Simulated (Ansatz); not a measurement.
# TiO2: a frozen normal mode

This session takes TiO2 and sets out to freeze in mode 8 at growing amplitude.

Computed with Ansatz 0.2.0 (DFT PBE+U, scalar-relativistic, plane waves, PAW, unless a step's input says otherwise).

2 further runs of the same task are left out: 2 set aside as unsound or not needed. Runs told in other sessions of the task aren't counted.

### Step 1. Starting point

It takes space group P4_2/mnm (No. 136, tetragonal). The conventional cell has a = 4.640 Å, b = 4.640 Å, c = 3.006 Å, α = 90.00°, β = 90.00°, γ = 90.00°. Around Ti (site symmetry mmm) lie 6 O at 1.97 to 2.01 Å. O (site symmetry m2m) has 3 Ti at 1.97 to 2.01 Å in its first shell of neighbours.

Structure file:

```xyz
6
Lattice="4.6404 0.0000 0.0000 0.0000 4.6404 0.0000 0.0000 0.0000 3.0064" Properties=species:S:1:pos:R:3 pbc="T T T"
Ti    0.0000    0.0000    0.0000
Ti    2.3202    2.3202    1.5032
O     1.4183    1.4183    0.0000
O     0.9019    3.7385    1.5032
O     3.2221    3.2221    0.0000
O     3.7385    0.9019    1.5032
```

It is the result of an earlier relaxation at this level (volume 10.79 Å³/atom; gap on the mesh: 2.26 eV).

### Step 2. The reference cell

Reference values: F = -7270.7532 eV; pressure -0.01 GPa; largest force 0.000 eV/Å; gap on the mesh 2.26 eV. It was computed beforehand with the settings of the runs below.

### Step 3. Setting up a frozen normal mode

Mode 8 of the phonon run on this cell, counted from the lowest, is frozen in: each atom moves by x times its row below, so x is the largest displacement.

```
atom     ux     uy      uz
 Ti1  0.000  0.000   0.668
 Ti2  0.000  0.000   0.668
  O3  0.000  0.000  -1.000
  O4  0.000  0.000  -1.000
  O5  0.000  0.000  -1.000
  O6  0.000  0.000  -1.000
```

### Step 4. x = -0.200 Å

input.yaml

```yaml
crystal:
  lattice:
    - [4.640382416, 0.0, 0.0]
    - [0.0, 4.640382416, 0.0]
    - [0.0, 0.0, 3.0063836354]
  atoms:
    - { symbol: Ti, position: [0.0, 0.0, -0.0444705214] }
    - { symbol: Ti, position: [0.5, 0.5, 0.4555294786] }
    - { symbol: O, position: [0.3056475974, 0.3056475974, 0.0665251093] }
    - { symbol: O, position: [0.1943524026, 0.8056475974, 0.5665251093] }
    - { symbol: O, position: [0.6943524026, 0.6943524026, 0.0665251093] }
    - { symbol: O, position: [0.8056475974, 0.1943524026, 0.5665251093] }
basis:
  ecutwfc: 420
kpoints:
  mp_grid: { grid: [6, 6, 10] }
hamiltonian:
  xc: pbe
  hubbard: { sites: [{ species: Ti, l: d, u_eff: 4.0 }] }
scf:
  occupations: { method: gaussian, width: 0.05 }
output:
  forces: true
  stress: true
  eigenvalues: true
```

Command:

```sh
ansatz run input.yaml --threads 2 --pin off --max-ram 5120MiB --backend cpu --events-out ev --progress --plain --runs-dir out
```

### Step 5. At x = 0.150 Å

input.yaml

```yaml
crystal:
  lattice:
    - [4.640382416, 0.0, 0.0]
    - [0.0, 4.640382416, 0.0]
    - [0.0, 0.0, 3.0063836354]
  atoms:
    - { symbol: Ti, position: [0.0, 0.0, 0.0333528911] }
    - { symbol: Ti, position: [0.5, 0.5, 0.5333528911] }
    - { symbol: O, position: [0.3056475974, 0.3056475974, -0.049893832] }
    - { symbol: O, position: [0.1943524026, 0.8056475974, 0.450106168] }
    - { symbol: O, position: [0.6943524026, 0.6943524026, -0.049893832] }
    - { symbol: O, position: [0.8056475974, 0.1943524026, 0.450106168] }
basis:
  ecutwfc: 420
kpoints:
  mp_grid: { grid: [6, 6, 10] }
hamiltonian:
  xc: pbe
  hubbard: { sites: [{ species: Ti, l: d, u_eff: 4.0 }] }
scf:
  occupations: { method: gaussian, width: 0.05 }
output:
  forces: true
  stress: true
  eigenvalues: true
```

### Step 6. x = -0.100 Å

input.yaml

```yaml
crystal:
  lattice:
    - [4.640382416, 0.0, 0.0]
    - [0.0, 4.640382416, 0.0]
    - [0.0, 0.0, 3.0063836354]
  atoms:
    - { symbol: Ti, position: [0.0, 0.0, -0.0222352607] }
    - { symbol: Ti, position: [0.5, 0.5, 0.4777647393] }
    - { symbol: O, position: [0.3056475974, 0.3056475974, 0.0332625547] }
    - { symbol: O, position: [0.1943524026, 0.8056475974, 0.5332625547] }
    - { symbol: O, position: [0.6943524026, 0.6943524026, 0.0332625547] }
    - { symbol: O, position: [0.8056475974, 0.1943524026, 0.5332625547] }
basis:
  ecutwfc: 420
kpoints:
  mp_grid: { grid: [6, 6, 10] }
hamiltonian:
  xc: pbe
  hubbard: { sites: [{ species: Ti, l: d, u_eff: 4.0 }] }
scf:
  occupations: { method: gaussian, width: 0.05 }
output:
  forces: true
  stress: true
  eigenvalues: true
```

### Step 7. x = 0.050 Å

input.yaml

```yaml
crystal:
  lattice:
    - [4.640382416, 0.0, 0.0]
    - [0.0, 4.640382416, 0.0]
    - [0.0, 0.0, 3.0063836354]
  atoms:
    - { symbol: Ti, position: [0.0, 0.0, 0.0111176304] }
    - { symbol: Ti, position: [0.5, 0.5, 0.5111176304] }
    - { symbol: O, position: [0.3056475974, 0.3056475974, -0.0166312773] }
    - { symbol: O, position: [0.1943524026, 0.8056475974, 0.4833687227] }
    - { symbol: O, position: [0.6943524026, 0.6943524026, -0.0166312773] }
    - { symbol: O, position: [0.8056475974, 0.1943524026, 0.4833687227] }
basis:
  ecutwfc: 420
kpoints:
  mp_grid: { grid: [6, 6, 10] }
hamiltonian:
  xc: pbe
  hubbard: { sites: [{ species: Ti, l: d, u_eff: 4.0 }] }
scf:
  occupations: { method: gaussian, width: 0.05 }
output:
  forces: true
  stress: true
  eigenvalues: true
```

### Step 8. At x = 0.175 Å

input.yaml

```yaml
crystal:
  lattice:
    - [4.640382416, 0.0, 0.0]
    - [0.0, 4.640382416, 0.0]
    - [0.0, 0.0, 3.0063836354]
  atoms:
    - { symbol: Ti, position: [0.0, 0.0, 0.0389117062] }
    - { symbol: Ti, position: [0.5, 0.5, 0.5389117062] }
    - { symbol: O, position: [0.3056475974, 0.3056475974, -0.0582094707] }
    - { symbol: O, position: [0.1943524026, 0.8056475974, 0.4417905293] }
    - { symbol: O, position: [0.6943524026, 0.6943524026, -0.0582094707] }
    - { symbol: O, position: [0.8056475974, 0.1943524026, 0.4417905293] }
basis:
  ecutwfc: 420
kpoints:
  mp_grid: { grid: [6, 6, 10] }
hamiltonian:
  xc: pbe
  hubbard: { sites: [{ species: Ti, l: d, u_eff: 4.0 }] }
scf:
  occupations: { method: gaussian, width: 0.05 }
output:
  forces: true
  stress: true
  eigenvalues: true
```

### Step 9. At x = 0.125 Å

input.yaml

```yaml
crystal:
  lattice:
    - [4.640382416, 0.0, 0.0]
    - [0.0, 4.640382416, 0.0]
    - [0.0, 0.0, 3.0063836354]
  atoms:
    - { symbol: Ti, position: [0.0, 0.0, 0.0277940759] }
    - { symbol: Ti, position: [0.5, 0.5, 0.5277940759] }
    - { symbol: O, position: [0.3056475974, 0.3056475974, -0.0415781933] }
    - { symbol: O, position: [0.1943524026, 0.8056475974, 0.4584218067] }
    - { symbol: O, position: [0.6943524026, 0.6943524026, -0.0415781933] }
    - { symbol: O, position: [0.8056475974, 0.1943524026, 0.4584218067] }
basis:
  ecutwfc: 420
kpoints:
  mp_grid: { grid: [6, 6, 10] }
hamiltonian:
  xc: pbe
  hubbard: { sites: [{ species: Ti, l: d, u_eff: 4.0 }] }
scf:
  occupations: { method: gaussian, width: 0.05 }
output:
  forces: true
  stress: true
  eigenvalues: true
```

### Step 10. At x = 0.075 Å

input.yaml

```yaml
crystal:
  lattice:
    - [4.640382416, 0.0, 0.0]
    - [0.0, 4.640382416, 0.0]
    - [0.0, 0.0, 3.0063836354]
  atoms:
    - { symbol: Ti, position: [0.0, 0.0, 0.0166764455] }
    - { symbol: Ti, position: [0.5, 0.5, 0.5166764455] }
    - { symbol: O, position: [0.3056475974, 0.3056475974, -0.024946916] }
    - { symbol: O, position: [0.1943524026, 0.8056475974, 0.475053084] }
    - { symbol: O, position: [0.6943524026, 0.6943524026, -0.024946916] }
    - { symbol: O, position: [0.8056475974, 0.1943524026, 0.475053084] }
basis:
  ecutwfc: 420
kpoints:
  mp_grid: { grid: [6, 6, 10] }
hamiltonian:
  xc: pbe
  hubbard: { sites: [{ species: Ti, l: d, u_eff: 4.0 }] }
scf:
  occupations: { method: gaussian, width: 0.05 }
output:
  forces: true
  stress: true
  eigenvalues: true
```

### Step 11. At x = 0.025 Å

input.yaml

```yaml
crystal:
  lattice:
    - [4.640382416, 0.0, 0.0]
    - [0.0, 4.640382416, 0.0]
    - [0.0, 0.0, 3.0063836354]
  atoms:
    - { symbol: Ti, position: [0.0, 0.0, 0.0055588152] }
    - { symbol: Ti, position: [0.5, 0.5, 0.5055588152] }
    - { symbol: O, position: [0.3056475974, 0.3056475974, -0.0083156387] }
    - { symbol: O, position: [0.1943524026, 0.8056475974, 0.4916843613] }
    - { symbol: O, position: [0.6943524026, 0.6943524026, -0.0083156387] }
    - { symbol: O, position: [0.8056475974, 0.1943524026, 0.4916843613] }
basis:
  ecutwfc: 420
kpoints:
  mp_grid: { grid: [6, 6, 10] }
hamiltonian:
  xc: pbe
  hubbard: { sites: [{ species: Ti, l: d, u_eff: 4.0 }] }
scf:
  occupations: { method: gaussian, width: 0.05 }
output:
  forces: true
  stress: true
  eigenvalues: true
  write_density: true
  write_potential: true
  elf: true
  volumetric_format: npy
```

(Steps that only read results are left out.)

Q: Predict the outcome of this session. Wanted: harmonic wavenumber of the mode.

**Answer**, as computed:

| quantity | value |
| --- | --- |
| harmonic wavenumber of the mode | 210 cm⁻¹ |
| the same from the force at an amplitude of 0.025 Å | 213 cm⁻¹ |

In words: The force at the smallest amplitude gives 213 cm⁻¹ against 210 cm⁻¹ from the phonon run, so the curve is close to a parabola there. The undisturbed cell stays the lowest of the sampled points. The gap on the mesh stays between 2.26 and 3.24 eV.
